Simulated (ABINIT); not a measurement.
Crystal: Rb.

```
Rb
1.0
    -2.37899    2.37899    8.48867
     2.37899   -2.37899    8.48867
     2.37899    2.37899   -8.48867
Rb
2
Direct
  0.50000 0.50000 0.00000
  0.25000 0.75000 0.50000
```

This isn't the form of Rb at room conditions, which is bcc.

| Property | Result |
| --- | --- |
| Program | ABINIT 10.8.3 (patched build) |
| Task | single point |
| Functional | PBE |
| Potentials or basis | JTH PAW PBE v2.0 |
| Cutoff | 435 eV |
| k mesh | 8 × 8 × 8 |
| Occupations | fermi-dirac, width 0.05 eV |
| Spin | no spin polarisation |

On this cell: pressure 0.0 GPa; largest force under 0.003 eV/Å; band gap on the k mesh none (metal or under the smearing width).

The same run follows on a disturbed copy (atoms moved at random, drawn with an rms of 0.05 Å):

```
CELL_PARAMETERS angstrom
-2.37899 2.37899 8.48867
2.37899 -2.37899 8.48867
2.37899 2.37899 -8.48867
ATOMIC_POSITIONS crystal
Rb 0.50020 0.51135 0.01025
Rb 0.25096 0.75759 0.50090
```

Q: What does the disturbed cell give?

A: The energy (extrapolated to zero smearing) moves by +0.3 meV/atom; pressure 0.0 GPa; largest force 0.020 eV/Å; band gap on the k mesh none (metal or under the smearing width).

Forces on the atoms (eV/Å):
```
Rb  -0.001  0.000  0.020
Rb   0.001  0.000 -0.020
```
